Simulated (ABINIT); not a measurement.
CdS (Greenockite), 4 atoms in the cell. Symmetry: P6_3mc, No. 186, hexagonal system. Conventional cell: a = 4.150 Å, b = 4.150 Å, c = 6.737 Å, α = 90.00°, β = 90.00°, γ = 120.00°. Around Cd (site symmetry 3m) lie 4 S at 2.53 to 2.54 Å. Around S (site symmetry 3m) lie 4 Cd at 2.53 to 2.54 Å. 

```yaml
Program: ABINIT 10.8.3 (patched build)
Task: single point
Functional: PBE
Potentials_or_basis: PseudoDojo NC SR PBE v0.4.1 standard
Cutoff: 1388 eV
k_mesh: 5 × 5 × 3
Occupations: fermi-dirac, width 0.05 eV
Spin: no spin polarisation
```

Potentials or basis: PseudoDojo NC SR PBE v0.4.1 standard.

Run with:

```sh
$ abinit run.abi > log 2>&1
```

Hardware: 1 thread of Intel(R) Xeon(R) Processor @ 2.70GHz, on a shared host.

**Question.** How long does it take, and how much memory?

**Answer.** It took 4.9 min on 1 thread of Intel(R) Xeon(R) Processor @ 2.70GHz (shared host), peak memory 0.19 GiB. Counts: scf iterations 15, mpi ranks 1, k points 10, bands 32, plane waves 11849.
